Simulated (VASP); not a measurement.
The system is CdO (Monteponite).

```
CELL_PARAMETERS angstrom
0.00000 2.34950 2.34950
2.34950 0.00000 2.34950
2.34950 2.34950 0.00000
ATOMIC_POSITIONS crystal
Cd 0.00000 0.00000 0.00000
O 0.50000 0.50000 0.50000
```

| Item | Value |
| --- | --- |
| Program | VASP 6.6.1 |
| Task | relaxation of cell and atoms |
| Functional | LDA |
| Potentials or basis | VASP PAW LDA potentials, release 64 (Cd, O) |
| Cutoff | 600 eV |
| k mesh | 12 × 12 × 12 |
| Occupations | gaussian, width 0.03 eV |
| Spin | no spin polarisation |

At the start: pressure -4.6 GPa; volume 12.97 Å³/atom.

**Question.** How do energy, volume and symmetry change on relaxing?

**Answer.** Over 3 steps the energy falls by 5.7 meV/atom and the volume is 12.59 Å³/atom (-3.0 %); space group Fm-3m (No. 225, to 0.05 Å).

Step by step:
| step | energy change (eV) | largest force (eV/Å) | pressure (GPa) | volume (Å³) |
| --- | --- | --- | --- | --- |
| 1 | 0.0000 | 0.0000 | -4.57 | 25.94 |
| 2 | -0.0039 | 0.0000 | 4.06 | 24.57 |
| 3 | -0.0113 | 0.0000 | -0.04 | 25.17 |

Final structure:
```
Cd O
1.0
     0.00000    2.32608    2.32608
     2.32608    0.00000    2.32608
     2.32608    2.32608    0.00000
Cd O
1 1
Direct
  0.00000 0.00000 0.00000
  0.50000 0.50000 0.50000
```
